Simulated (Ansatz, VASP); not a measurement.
**One calculation of Ca, two programs**

INCAR

```
SYSTEM = Ca
ALGO = Normal ; EDIFF = 1E-7
ENCUT = 520 ; GGA = PE
ISIF = 2 ; ISMEAR = 0
LASPH = .True. ; LCHARG = .False.
LREAL = .False. ; LWAVE = .False.
NBANDS = 11 ; NELM = 100
PREC = Accurate ; SIGMA = 0.1
```

File KPOINTS:

```
k-points
0
Gamma
  6 6 6
  0 0 0
```

Contents of POSCAR:

```
Ca
1.0
    3.4935236307      0.0000000000      0.0000000000
    0.0000000000      3.4935236307      0.0000000000
    0.0000000000      0.0000000000      3.4935236307
Ca
1
Direct
    0.0000000000      0.0000000000      0.0000000000
```

Input for Ansatz:

```yaml
crystal:
  lattice:
    - [3.4935236307, 0.0, 0.0]
    - [0.0, 3.4935236307, 0.0]
    - [0.0, 0.0, 3.4935236307]
  atoms:
    - { symbol: Ca, position: [0.0, 0.0, 0.0] }
basis:
  ecutwfc: 420
kpoints:
  mp_grid: { grid: [6, 6, 6] }
hamiltonian:
  xc: pbe
scf:
  occupations: { method: gaussian, width: 0.1 }
output:
  forces: true
  stress: true
  eigenvalues: true
```

Alike in both runs: task single point; functional PBE; k mesh 6 × 6 × 6; occupations gaussian, width 0.1 eV; no spin polarisation.

|  | VASP | Ansatz |
| --- | --- | --- |
| version | VASP 6.6.1 | Ansatz 0.2.0 |
| potentials or method | VASP PAW PBE potentials, release 64 (Ca_sv) | scalar-relativistic, plane waves, PAW |
| plane-wave cutoff (eV) | 520 | 420 |
| valence electrons in the cell | 10 | 10 |

```tsv
	VASP	Ansatz	Ansatz less VASP
gap on the k mesh at the Fermi level (eV)	none	none	-
pressure (GPa)	0.5	0.5	-0.01
```

A gap of «none» marks a metal or a gap that the smearing closes. The functional is the same, so the differences come from potentials, cutoffs and numerics.
